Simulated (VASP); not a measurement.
The system is KI.

```
I K
1.0
     0.00000    3.53277    3.53277
     3.53277    0.00000    3.53277
     3.53277    3.53277    0.00000
I K
1 1
Cartesian
  3.5328 3.5328 3.5328
  0.0000 0.0000 0.0000
```

```yaml
Program: VASP 6.6.1
Task: relaxation of cell and atoms
Functional: RPBE
Dispersion: D3(BJ)
Potentials_or_basis: VASP PAW PBE potentials, release 64 (I, K_sv)
Cutoff: 600 eV
k_mesh: 7 × 7 × 7
Occupations: fermi-dirac, width 0.05 eV
Spin: no spin polarisation
```

At the start: pressure -4.4 GPa; volume 44.09 Å³/atom.

Task: Where does the relaxation end?

Result: Over 5 steps the energy falls by 239.7 meV/atom and the volume is 31.71 Å³/atom (-28.1 %); space group Fm-3m (No. 225, to 0.05 Å).

The path:
| step | energy change (eV) | largest force (eV/Å) | pressure (GPa) | volume (Å³) |
| --- | --- | --- | --- | --- |
| 1 | 0.0000 | 0.0000 | -4.39 | 88.18 |
| 2 | -0.3605 | 0.0000 | -3.19 | 73.65 |
| 3 | -0.4761 | 0.0000 | -0.67 | 64.87 |
| 4 | -0.4790 | 0.0000 | 0.21 | 62.97 |
| 5 | -0.4793 | 0.0000 | -0.01 | 63.42 |

Final structure:
```cif
data_structure
_symmetry_space_group_name_H-M 'P 1'
_symmetry_Int_Tables_number 1
_cell_length_a 4.4763
_cell_length_b 4.4763
_cell_length_c 4.4763
_cell_angle_alpha 60.000
_cell_angle_beta 60.000
_cell_angle_gamma 60.000
_cell_volume 63.42
loop_
_atom_site_label
_atom_site_type_symbol
_atom_site_fract_x
_atom_site_fract_y
_atom_site_fract_z
_atom_site_occupancy
I1 I 0.50000 0.50000 0.50000 1
K1 K 0.00000 0.00000 0.00000 1
```

Caveat: the volume moved by over 15 % at a fixed basis, so the end points are rough; the PAW data sets were made with another functional, which shifts forces and pressure a little.
